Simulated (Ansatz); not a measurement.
Crystal: CuO.

```xyz
4
Lattice="2.3446 -1.7134 0.0000 2.3446 1.7134 0.0000 -0.8605 0.0000 5.0594" Properties=species:S:1:pos:R:3 pbc="T T T"
Cu    1.1723    0.8457    0.0000
Cu    0.7420   -0.8457    2.5297
O     2.0724   -0.2841    1.2836
O     1.6421    0.2841    3.8133
```

```yaml
Program: Ansatz 0.2.0
Task: relaxation of cell and atoms
Functional: LDA
Potentials_or_basis: Ansatz PAW
Cutoff: "420 eV (not typed: the program's choice for these potentials)"
k_mesh: 10 × 10 × 5
Occupations: fermi-dirac, width 0.05 eV
Spin: no spin polarisation
Hubbard_terms: Cu d U = 4.5 eV
```

At the start: volume 10.16 Å³/atom.

Q: Where does the relaxation end?

A: It ends after 26 steps and the volume is 10.40 Å³/atom (+2.3 %); space group P4_2/mmc (No. 131, to 0.05 Å).

The path:
| step | energy change (eV) | largest force (eV/Å) | volume (Å³) |
| --- | --- | --- | --- |
| 1 | 0.0000 | 0.7733 | 40.65 |
| 2 | -0.0610 | 0.6099 | 39.96 |
| 3 | -0.1187 | 0.1076 | 39.23 |
| 4 | -0.1275 | 0.0192 | 39.83 |
| 5 | -0.1295 | 0.0359 | 40.59 |
| 6 | -0.1307 | 0.0142 | 40.52 |
| 7 | -0.1306 | 0.0009 | 40.54 |
| 8 | -0.1421 | 0.0021 | 40.54 |
| 9 | -0.1476 | 0.0045 | 40.96 |
| 10 | -0.1472 | 0.0024 | 41.18 |
| 11 | -0.1476 | 0.0004 | 41.14 |
| 12 | -0.1565 | 0.0006 | 41.14 |
| 13 | -0.1587 | 0.0035 | 41.38 |
| 14 | -0.1588 | 0.0004 | 41.43 |
| 15 | -0.1587 | 0.0002 | 41.46 |
| 16 | -0.1628 | 0.0010 | 41.46 |
| 17 | -0.1637 | 0.0013 | 41.54 |
| 18 | -0.1636 | 0.0006 | 41.57 |
| 19 | -0.1652 | 0.0013 | 41.57 |
| 20 | -0.1658 | 0.0037 | 41.52 |
| 21 | -0.1655 | 0.0001 | 41.59 |
| 22 | -0.1658 | 0.0002 | 41.59 |
| 23 | -0.1659 | 0.0005 | 41.59 |
| 24 | -0.1660 | 0.0004 | 41.59 |
| 25 | -0.1660 | 0.0003 | 41.60 |
| 26 | -0.1660 | 0.0002 | 41.60 |

Final structure:
```cif
data_structure
_symmetry_space_group_name_H-M 'P 1'
_symmetry_Int_Tables_number 1
_cell_length_a 2.8659
_cell_length_b 2.8659
_cell_length_c 5.0648
_cell_angle_alpha 90.174
_cell_angle_beta 90.174
_cell_angle_gamma 89.554
_cell_volume 41.60
loop_
_atom_site_label
_atom_site_type_symbol
_atom_site_fract_x
_atom_site_fract_y
_atom_site_fract_z
_atom_site_occupancy
Cu1 Cu 0.99425 0.49425 0.00185 1
Cu2 Cu 0.49425 0.99425 0.50185 1
O1 O 0.49551 0.49299 0.25185 1
O2 O 0.49299 0.49551 0.75185 1
```

Caveat: the plane-wave basis is chosen anew once the cell has moved, so the energies of steps on either side of that aren't comparable; the pressure holds a Pulay correction of +0.9 GPa for the finite cutoff; the run has no spin polarisation, though such a crystal can be magnetic; U without spin polarisation on a metal has little footing; the PAW data sets come from PBE, with cores solved anew for the run's functional, which leaves a small shift of forces and pressure.
